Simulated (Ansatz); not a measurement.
Space group P4_2/mnm (No. 136). a = 4.541 Å, b = 4.541 Å, c = 2.830 Å, α = 90.00°, β = 90.00°, γ = 90.00°
```json
{"atom": "V", "site": "2a", "symmetry": "m.mm", "x": "0.0000", "y": "0.0000", "z": "0.0000"}
{"atom": "O", "site": "4f", "symmetry": "m.2m", "x": "0.3003", "y": "0.3003", "z": "0.0000"}
```

Equation of state of this VO2 structure (not necessarily the ground state), with shape and atoms relaxed at each volume where symmetry leaves them free. It has no gap at any of these volumes. Level of theory: DFT r2SCAN, scalar-relativistic, plane waves, PAW in Ansatz.

Plane waves to 500 eV, a k mesh through Γ of 8×8×12 on the computed 6-atom cell and Gaussian smearing (0.10 eV); collinear spin.

```csv
V (Å³/atom),E − E(largest V) (meV/atom),P (GPa)
9.141,7.60,17.85
9.432,-15.75,8.12
9.724,-22.89,0.00
10.016,-16.64,-6.53
10.307,0.00,-11.59
```

Question: Fit a third-order Birch–Murnaghan equation to E(V).

Answer: V0 = 9.72 Å³/atom, B0 = 240 GPa, B0' = 6.3.

The state reached may not be the lowest one. Moments started parallel, and an antiferromagnetic order may lie lower.

Cost: 5 runs of about 27 core-minutes in all, on Arm Neoverse V2 (shared hosts).